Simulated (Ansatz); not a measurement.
# What a trial cell of S relaxes into

Level of theory: Ansatz 0.2.0, DFT PBE, scalar-relativistic, plane waves, PAW. Cutoff 420 eV, Γ-centred k mesh, Gaussian smearing, no spin polarisation in the final step.

The start puts S on the sites of a reported P cell (P4/mmm, No. 123), at a guessed volume.

```
CELL_PARAMETERS angstrom
3.15524 0.00000 0.00000
0.00000 3.15524 0.00000
0.00000 0.00000 3.23284
ATOMIC_POSITIONS crystal
S 0.00000 0.00000 0.00000
```

Cell and atoms relax at zero pressure; the relaxation can't lower the symmetry of the start. After a coarse first stage the cell is made exact in the group found at 0.06 Å.

Energies count from the standard state of S at the same level.

Problem. What does it relax into?

Solution. It keeps P4/mmm (No. 123), but not the shape of the type it started on. Conventional cell: a = 2.366 Å, c = 4.522 Å. S is coordinated by 4 S at 2.37 Å.

```cif
data_structure
_symmetry_space_group_name_H-M 'P4/mmm'
_symmetry_Int_Tables_number 123
_cell_length_a 2.3655
_cell_length_b 2.3655
_cell_length_c 4.5218
_cell_angle_alpha 90.000
_cell_angle_beta 90.000
_cell_angle_gamma 90.000
_cell_volume 25.30
loop_
_atom_site_label
_atom_site_type_symbol
_atom_site_symmetry_multiplicity
_atom_site_Wyckoff_symbol
_atom_site_fract_x
_atom_site_fract_y
_atom_site_fract_z
_atom_site_occupancy
S1 S 1 a 0.00000 0.00000 0.00000 1
```

Problem. What are its volume, energy, density and gap?

Solution. The volume per atom is 25.3 Å³. The density is 2.1 g/cm³ and the energy over the standard structure is 0.47 eV/atom. The gap on the 24×24×12 mesh is 0 eV (a metal).

The final run used a 24×24×12 mesh on its 1-atom cell and 0.10 eV smearing. The k mesh leaves about 4 meV/atom of noise in metals. No dispersion correction is applied, so the spacing between layers, chains or molecules is poorly fixed, and with it the volume and density. Symmetry constrained the relaxation, so the result can be a saddle point.